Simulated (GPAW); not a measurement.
The system is Ti3Al.

```xyz
4
Lattice="0.0000 3.2318 3.2318 3.2318 0.0000 3.2318 3.2318 3.2318 0.0000" Properties=species:S:1:pos:R:3 pbc="T T T"
Ti    0.0000    0.0000    0.0000
Ti    1.6159    1.6159    1.6159
Ti    4.8477    4.8477    4.8477
Al    3.2318    3.2318    3.2318
```

The cell comes from a database or a generator and needn't be the stable form of this composition.

```yaml
Program: GPAW 26.7.0
Task: relaxation of cell and atoms
Functional: PBEsol
Dispersion: D4
Potentials_or_basis: PAW data sets generated in the run's folder for this functional
Cutoff: 600 eV
Basis: pw
k_mesh: 7 × 7 × 7
Occupations: fermi-dirac, width 0.05 eV
Spin: no spin polarisation
```

At the start: pressure -6.4 GPa; volume 16.88 Å³/atom.

Q: How do energy, volume and symmetry change on relaxing?

A: Over 4 steps the energy falls by 15.7 meV/atom and the volume is 15.95 Å³/atom (-5.5 %); space group Fm-3m (No. 225, to 0.05 Å).

Step by step:
| step | energy change (eV) | largest force (eV/Å) | pressure (GPa) | volume (Å³) |
| --- | --- | --- | --- | --- |
| 1 | 0.0000 | 0.0000 | -6.35 | 67.51 |
| 2 | -0.0163 | 0.0000 | -5.63 | 67.03 |
| 3 | -0.0617 | 0.0000 | 0.33 | 63.62 |
| 4 | -0.0627 | 0.0000 | -0.01 | 63.79 |

Final structure:
```yaml
crystal:
  lattice:
    - [0.00000, 3.17133, 3.17133]
    - [3.17133, 0.00000, 3.17133]
    - [3.17133, 3.17133, 0.00000]
  atoms:
    - { symbol: Ti, position: [0.00000, 0.00000, 0.00000] }
    - { symbol: Ti, position: [0.25000, 0.25000, 0.25000] }
    - { symbol: Ti, position: [0.75000, 0.75000, 0.75000] }
    - { symbol: Al, position: [0.50000, 0.50000, 0.50000] }
```

Caveat: later steps reuse the first step's grids; pairwise dispersion overbinds metals, which lowers pressure and volume.
